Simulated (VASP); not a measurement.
Input of a VASP 6.6.1 run:

Contents of POSCAR:

```
NaCl
1.0
   -0.0000000000      2.7335133267      2.7335133267
    2.7335133267     -0.0000000000      2.7335133267
    2.7335133267      2.7335133267      0.0000000000
  Na              Cl
     1     1
Direct
     1.0000000000000000    0.0000000000000000    0.0000000000000000
     0.5000000000000000    0.5000000000000000    0.5000000000000000
```

INCAR.step1

```
SYSTEM = NaCl
PREC = Accurate ; ENCUT = 600
EDIFF = 1E-8 ; ISMEAR = 0
SIGMA = 0.03 ; LREAL = .FALSE.
LASPH = .TRUE. ; NELM = 80
ALGO = Fast ; ISIF = 3
LWAVE = .FALSE. ; LCHARG = .FALSE.
PSTRESS = 15.0 ; IBRION = 2
NSW = 40 ; EDIFFG = -0.002
```

INCAR.step2

```
SYSTEM = NaCl
PREC = Accurate ; ENCUT = 600
EDIFF = 1E-8 ; ISMEAR = 0
SIGMA = 0.03 ; LREAL = .FALSE.
LASPH = .TRUE. ; NELM = 80
ALGO = Fast ; ISIF = 2
LWAVE = .FALSE. ; LCHARG = .FALSE.
PSTRESS = 15.0 ; IBRION = 6
NFREE = 2 ; POTIM = 0.015
NSW = 1
```

Contents of KPOINTS:

```
Automatic mesh
0
G
  8 8 8
  0 0 0
```

Potentials or basis: VASP PAW LDA potentials, release 64 (Na_pv, Cl).

Launch:

```console
$ cat potpaw_LDA.64/Na_pv/POTCAR potpaw_LDA.64/Cl/POTCAR > POTCAR
$ cp INCAR.step1 INCAR
$ mpirun -np 1 vasp_std > vasp.out
$ cp CONTCAR POSCAR
$ cp INCAR.step2 INCAR
$ mpirun -np 1 vasp_std > vasp.out
```

Question: Predict the highest phonon frequency at Γ, LO-TO splitting left out.

Answer: 208 cm⁻¹.

Question: Predict the relaxed cell.

Answer: a = 3.812 Å, b = 3.812 Å, c = 3.812 Å, α = 60.00°, β = 60.00°, γ = 60.00°.

Phonon frequencies in cm⁻¹ (negative: imaginary):
| q point | frequencies |
| --- | --- |
| (0.000, 0.000, 0.000) | 0 0 0 208 208 208 |
